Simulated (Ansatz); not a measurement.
Hf, DFT, PBE, all-electron PAW with datasets made for the crystal, scalar-relativistic (Ansatz 0.2.0), run on 1 thread of Intel(R) Xeon(R) 6975P-C (Granite Rapids) on a shared host.

The geometry is COD entry 1522789, unchecked; take it as a test cell. The listed cell was then made from it by scaling, straining or moving an atom.

Command: `ansatz run input.yaml --threads 1 --pin off --max-ram 2048MiB --backend cpu --events-out ev --progress --plain --runs-dir out`

```yaml
crystal:
  lattice:
    - [-1.7914625, 1.7914625, 1.805]
    - [1.7914625, -1.7914625, 1.805]
    - [1.8185375, 1.8185375, -1.805]
  atoms:
    - { symbol: Hf, position: [0.0, 0.0, 0.0] }
kpoints:
  mp_grid: { grid: [16, 16, 16] }
scf:
  occupations: { method: fermi_dirac, width: 0.08 }
hamiltonian:
  xc: pbe
  pseudopotentials: { kind: all_electron, datasets: crystal }
output:
  forces: true
  stress: true
  eigenvalues: true
  efg: { contact_densities: true }
```

Task: How large is the problem that the program sets up?

Result: 621 irreducible k-points, 429 plane waves at Γ, 18 bands.

Task: About how long does it take?

Result: 30 s of wall time for 9 SCF iterations. Times on shared machines scatter by tens of per cent.

Task: And the same cell and mesh by LAPW (all electrons), asked for forces, stress, eigenvalues, on the same hardware?

Result: 33 s.

Task: And the same cell and mesh by PAW (frozen-core files), asked for forces, stress, eigenvalues, efg, on the same hardware?

Result: 6.8 s.
